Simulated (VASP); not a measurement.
# Sc (I4/mmm) in VASP: a series of runs

Aim: see how the results for Sc move with the level of theory and the settings. Levels: PW91+D3(BJ), PBE+D3+U, revTPSS, optB88-vdW, PBE+D3. Tasks: density of states, electric field gradients, hyperfine couplings, band structure.

Program: VASP 6.6.1. These are calculated values, not measurements. Logs are shortened: lines on timing, memory, paths and dates and some standing lists are left out, and cuts for length are marked.

## (1) Starting point

The structure is tetragonal, space group I4/mmm (No. 139). Conventional cell: a = 3.834 Å, b = 3.834 Å, c = 3.435 Å, α = 90.00°, β = 90.00°, γ = 90.00°. Sc (site symmetry 4/mmm) is surrounded by 10 Sc at 3.21 to 3.44 Å.

This isn't the form of Sc at room conditions, which is hcp.

## (2) Density of states, PW91+D3(BJ)

run.py reads:

```python
from ase.calculators.vasp import Vasp
from ase.dft.dos import DOS
from ase.io import read

atoms = read('Sc.cif', primitive_cell=True, subtrans_included=False)
calc = Vasp(
    directory='calc',
    pp='PBE',
    setups='materialsproject',
    prec='Accurate',
    encut=520,
    ediff=1e-06,
    ismear=-5,
    sigma=0.05,
    lreal=False,
    lasph=True,
    nelm=100,
    algo='Normal',
    isif=2,
    lwave=False,
    lcharg=False,
    lmaxmix=4,
    gga='91',
    ivdw=12,
    vdw_s6=1.0,
    vdw_s8=1.9598,
    vdw_a1=0.6319,
    vdw_a2=4.5718,
    lorbit=11,
    kpts=[10, 10, 10],
    gamma=True,
)
atoms.calc = calc

print('energy (eV):', atoms.get_potential_energy())
print('free energy (eV):', atoms.get_potential_energy(force_consistent=True))
print('forces (eV/A):')
print(atoms.get_forces())
print('stress (eV/A^3, Voigt):', atoms.get_stress())
print('Fermi level (eV):', calc.get_fermi_level())
dos = DOS(calc, width=0.05, window=(-10, 10), npts=301)
print('E - E_F (eV), DOS (1/eV)')
for e, g in zip(dos.get_energies(), dos.get_dos()):
    print(f'{e:8.3f} {g:10.4f}')
```

Sc.cif reads:

```cif
data_Sc
_cell_length_a 3.83441097
_cell_length_b 3.83441097
_cell_length_c 3.43520600
_cell_angle_alpha 90.00000000
_cell_angle_beta 90.00000000
_cell_angle_gamma 90.00000000
_space_group_name_H-M_alt 'I4/mmm'
_space_group_name_Hall '-I 4 2'
_space_group_IT_number 139
loop_
_space_group_symop_operation_xyz
'x,y,z'
'-x,-y,-z'
'-y,x,z'
'y,-x,-z'
'-x,-y,z'
'x,y,-z'
'y,-x,z'
'-y,x,-z'
'x,-y,-z'
'-x,y,z'
'-y,-x,-z'
'y,x,z'
'-x,y,-z'
'x,-y,z'
'y,x,-z'
'-y,-x,z'
'x+1/2,y+1/2,z+1/2'
'-x+1/2,-y+1/2,-z+1/2'
'-y+1/2,x+1/2,z+1/2'
'y+1/2,-x+1/2,-z+1/2'
'-x+1/2,-y+1/2,z+1/2'
'x+1/2,y+1/2,-z+1/2'
'y+1/2,-x+1/2,z+1/2'
'-y+1/2,x+1/2,-z+1/2'
'x+1/2,-y+1/2,-z+1/2'
'-x+1/2,y+1/2,z+1/2'
'-y+1/2,-x+1/2,-z+1/2'
'y+1/2,x+1/2,z+1/2'
'-x+1/2,y+1/2,-z+1/2'
'x+1/2,-y+1/2,z+1/2'
'y+1/2,x+1/2,-z+1/2'
'-y+1/2,-x+1/2,z+1/2'
loop_
_atom_site_label
_atom_site_type_symbol
_atom_site_symmetry_multiplicity
_atom_site_Wyckoff_symbol
_atom_site_fract_x
_atom_site_fract_y
_atom_site_fract_z
_atom_site_occupancy
Sc1 Sc 2 a 0.0000000000 0.0000000000 0.0000000000 1
```

Potentials or basis: VASP PAW PBE potentials, release 64 (Sc_sv).

On the command line:

```console
$ python run.py
```

Standard output:

```text
energy (eV): -6.35197235
free energy (eV): -6.35197235
forces (eV/A):
[[-0.  0.  0.]]
stress (eV/A^3, Voigt): [ 0.01915633  0.01915633  0.01463232 -0.         -0.         -0.        ]
Fermi level (eV): 3.60574115
E - E_F (eV), DOS (1/eV)
 -10.000     0.0000
  -9.933     0.0000
  -9.867     0.0000
  -9.800     0.0000
  -9.733     0.0000
  -9.667     0.0000
[... 293 lines left out ...]
   9.933     0.0000
  10.000     0.0000
```

It took 18 s on 1 thread of Intel Xeon Platinum 8375C at 2.90GHz (Ice Lake), shared host; peak memory 0.16 GiB.

What came out:

| Property | Result |
| --- | --- |
| Free energy | -6.3520 eV |
| Pressure | -2.8 GPa |
| Band gap on the k mesh | none (metal or under the smearing width) |
| Valence electrons inside the program's atomic spheres | Sc 9.36 |
| Dispersion energy per atom | -0.246 eV |

Stress tensor (GPa, compression positive):
```
-3.07  0.00  0.00
 0.00 -3.07  0.00
 0.00  0.00 -2.34
```

States per cell in windows of 1 eV (zero at the Fermi level; states under -8 eV left out):
```csv
from (eV),total,Sc1_d,Sc1_p,Sc1_s
-8.0,0.00,0.00,0.00,0.00
-7.0,0.00,0.00,0.00,0.00
-6.0,0.00,0.00,0.00,0.00
-5.0,0.12,0.00,0.00,0.03
-4.0,0.23,0.01,0.01,0.05
-3.0,0.41,0.05,0.03,0.07
-2.0,0.93,0.29,0.05,0.09
-1.0,1.36,0.66,0.09,0.02
0.0,2.39,1.47,0.12,0.01
1.0,0.86,0.66,0.01,0.00
2.0,2.64,2.24,0.02,0.02
3.0,1.40,1.23,0.02,0.01
4.0,0.00,0.00,0.00,0.00
5.0,0.00,0.00,0.00,0.00
```

Caveat: the PAW data sets were made with another functional, which shifts forces and pressure a little; pairwise dispersion overbinds metals, which lowers pressure and volume; tetrahedron occupations give inexact forces and stress in metals.

## (3) Electric field gradients, PBE+D3+U (volume scaled by 0.92)

INCAR reads:

```
PREC = Accurate
ENCUT = 500
EDIFF = 1E-8
ISMEAR = -5
SIGMA = 0.005
LREAL = F
LASPH = T
NELM = 80
ALGO = Fast
ISIF = 2
LWAVE = F
LCHARG = F
LMAXMIX = 4
LDAU = T
LDAUTYPE = 2
LDAUL = 2
LDAUU = 5
LDAUJ = 0
LDAUPRINT = 1
GGA = PE
IVDW = 11
LEFG = T
```

Sc.cif, as its differences from that of step 2:

```diff
@@ -1,5 +1,5 @@
 data_Sc
-_cell_length_a 3.83441097
-_cell_length_b 3.83441097
-_cell_length_c 3.43520600
+_cell_length_a 3.72930527
+_cell_length_b 3.72930527
+_cell_length_c 3.34104297
 _cell_angle_alpha 90.00000000
```

KPOINTS reads:

```
Automatic mesh
0
Gamma
  7 7 8
```

POSCAR reads:

```
Sc
 1.0000000000000000
     3.7293052699999998    0.0000000000000000    0.0000000000000000
     0.0000000000000000    3.7293052699999998    0.0000000000000000
     0.0000000000000000    0.0000000000000000    3.3410429700000002
 Sc 
   2
Cartesian
  0.0000000000000000  0.0000000000000000  0.0000000000000000
  1.8646526349999999  1.8646526349999999  1.6705214850000001
```

Potentials or basis: VASP PAW PBE potentials, release 64 (Sc_sv).

On the command line:

```console
$ ase convert -i cif -o vasp Sc.cif POSCAR
$ cat potpaw_PBE.64/Sc_sv/POTCAR > POTCAR
$ mpirun -np 1 vasp_std > vasp.out
```

OUTCAR:

```text
PREC = Accurate
   ENCUT = 500
   EDIFF = 1E-8
   ISMEAR = -5
   LREAL = F
   LASPH = T
   NELM = 80
   ISIF = 2
   GGA = PE
   IVDW = 11
 IVDW          = 11

 ion  position               nearest neighbor table
   1  0.000  0.000  0.000-   2 3.12   2 3.12   2 3.12   2 3.12   2 3.12   2 3.12   2 3.12   2 3.12

   2  0.500  0.500  0.500-   1 3.12   1 3.12   1 3.12   1 3.12   1 3.12   1 3.12   1 3.12   1 3.12

  LATTYP: Found a simple tetragonal cell.
 ALAT       =     3.7293052700
 C/A-ratio  =     0.8958888394

  Lattice vectors:

 A1 = (   3.7293052700,   0.0000000000,   0.0000000000)
 A2 = (   0.0000000000,   3.7293052700,   0.0000000000)
 A3 = (   0.0000000000,   0.0000000000,   3.3410429700)

Analysis of symmetry for initial positions (statically):
=====================================================================
 Subroutine PRICEL returns following result:

[... 722 lines left out ...]
  energy-cutoff  :      500.00
  volume of cell :       46.47
      direct lattice vectors                 reciprocal lattice vectors
     3.729305270  0.000000000  0.000000000     0.268146458  0.000000000  0.000000000
     0.000000000  3.729305270  0.000000000     0.000000000  0.268146458  0.000000000
     0.000000000  0.000000000  3.341042970     0.000000000  0.000000000  0.299307734

 POSITION                                       TOTAL-FORCE (eV/Angst)
 -----------------------------------------------------------------------------------
      0.00000      0.00000      0.00000         0.000000      0.000000     -0.000000
      1.86465      1.86465      1.67052        -0.000000     -0.000000      0.000000
 -----------------------------------------------------------------------------------
    total drift:                                0.000000      0.000000      0.000000

  FREE ENERGIE OF THE ION-ELECTRON SYSTEM (eV)
  ---------------------------------------------------
  free  energy   TOTEN  =        -8.8384151431 eV

  energy  without entropy=       -8.8384151431  energy(sigma->0) =       -8.83841514

 Electric field gradients (V/A^2)
---------------------------------------------------------------------
 ion       V_xx      V_yy      V_zz      V_xy      V_xz      V_yz
---------------------------------------------------------------------
   1       2.660     2.660    -5.319    -0.000    -0.000     0.000
   2       2.660     2.660    -5.319     0.000    -0.000    -0.000
---------------------------------------------------------------------

 Electric field gradients after diagonalization (V/A^2)
 (convention: |V_zz| > |V_xx| > |V_yy|)
----------------------------------------------------------------------
 ion       V_xx      V_yy      V_zz     asymmetry (V_yy - V_xx)/ V_zz
----------------------------------------------------------------------
   1       2.660     2.660    -5.319       0.000
   2       2.660     2.660    -5.319       0.000
----------------------------------------------------------------------

           NMR quadrupolar parameters

 Cq : quadrupolar parameter    Cq=e*Q*V_zz/h
 eta: asymmetry parameters     (V_yy - V_xx)/ V_zz
 Q  : nuclear electric quadrupole moment in mb (millibarn)
----------------------------------------------------------------------
 ion       Cq(MHz)       eta       Q (mb)
----------------------------------------------------------------------
   1      -0.013       0.000       1.000
   2      -0.013       0.000       1.000
----------------------------------------------------------------------
```

OSZICAR:

```text
N       E                     dE             d eps       ncg     rms          rms(c)
DAV:   1     0.322545487251E+03    0.32255E+03   -0.10207E+04  1532   0.150E+03
DAV:   2     0.778433372363E+01   -0.31476E+03   -0.30936E+03  2201   0.684E+02
DAV:   3    -0.992488518405E+01   -0.17709E+02   -0.17333E+02  2470   0.166E+02
[... 23 lines left out ...]
RMM:  27    -0.827334144547E+01    0.18586E-07   -0.14119E-09  1168   0.773E-04    0.400E-05
RMM:  28    -0.827334145785E+01   -0.12378E-07   -0.77973E-10  1133   0.565E-04    0.401E-05
RMM:  29    -0.827334147842E+01   -0.20570E-07   -0.49652E-10  1075   0.480E-04    0.469E-05
RMM:  30    -0.827334146173E+01    0.16687E-07   -0.35459E-10  1016   0.407E-04    0.251E-05
RMM:  31    -0.827334146880E+01   -0.70686E-08   -0.36389E-10   974   0.276E-04
   1 F= -.88384151E+01 E0= -.88384151E+01  d E =0.000000E+00
```

stdout:

```text
POSCAR found type information on POSCAR Sc
 POSCAR found :  1 types and       2 ions
 scaLAPACK will be used
 LDA part: xc-table for (Slater+PW92), standard interpolation
 POSCAR, INCAR and KPOINTS ok, starting setup
 FFT: planning ... GRIDC
 FFT: planning ... GRID_SOFT
 FFT: planning ... GRID
 WAVECAR not read
 entering main loop
ion   1

ion   2

 -----------------------------------------------------------------------------
|                                                                             |
|           W    W    AA    RRRRR   N    N  II  N    N   GGGG   !!!           |
|           W    W   A  A   R    R  NN   N  II  NN   N  G    G  !!!           |
|           W    W  A    A  R    R  N N  N  II  N N  N  G       !!!           |
|           W WW W  AAAAAA  RRRRR   N  N N  II  N  N N  G  GGG   !            |
|           WW  WW  A    A  R   R   N   NN  II  N   NN  G    G                |
|           W    W  A    A  R    R  N    N  II  N    N   GGGG   !!!           |
|                                                                             |
|     Tetrahedron method does not include variations of the Fermi             |
|     occupations, so forces and stress will be inaccurate. We suggest        |
|     using a different smearing scheme ISMEAR = 1 or 2 for metals in         |
|     relaxations.                                                            |
|                                                                             |
 -----------------------------------------------------------------------------
```

It took 50 s on 1 thread of Intel Xeon Platinum 8375C at 2.90GHz (Ice Lake), shared host; peak memory 0.17 GiB.

Results:

```
Free energy                : -8.8384 eV
Pressure                   : 12.4 GPa
Band gap on the k mesh     : none (metal or under the smearing width)
Dispersion energy per atom : -0.283 eV
```

Levels at points of the mesh, in eV from the Fermi level:
| k point | band 7 | band 8 | band 9 | band 10 | band 11 | band 12 | band 13 | band 14 | band 15 |
| --- | --- | --- | --- | --- | --- | --- | --- | --- | --- |
| (0.00, 0.00, 0.00) | -29.32 | -29.26 | -6.10 | -1.33 | -1.07 | 1.73 | 2.53 | 2.53 | 2.92 |
| (0.00, 0.00, 0.50) | -29.48 | -29.48 | -2.72 | -2.72 | 0.97 | 0.97 | 1.80 | 1.80 | 1.80 |

Electric field gradients, principal values (V/Å²):
```csv
atom,Vxx,Vyy,Vzz
1 Sc,2.660,2.660,-5.319
2 Sc,2.660,2.660,-5.319
```

Eigenvalues of the final occupation matrices:
| site | spin | trace | eigenvalues |
| --- | --- | --- | --- |
| site 1 d | 1 | 0.36 | 0.04 0.05 0.05 0.10 0.12 |
| site 1 d | 2 | 0.36 | 0.04 0.05 0.05 0.10 0.12 |
| site 2 d | 1 | 0.36 | 0.04 0.05 0.05 0.10 0.12 |
| site 2 d | 2 | 0.36 | 0.04 0.05 0.05 0.10 0.12 |

Caveat: U without spin polarisation on a metal has little footing; pairwise dispersion overbinds metals, which lowers pressure and volume; the U is typed as a test and isn't derived for this compound; tetrahedron occupations give inexact forces and stress in metals.

(Continued in part 2 of 3.)
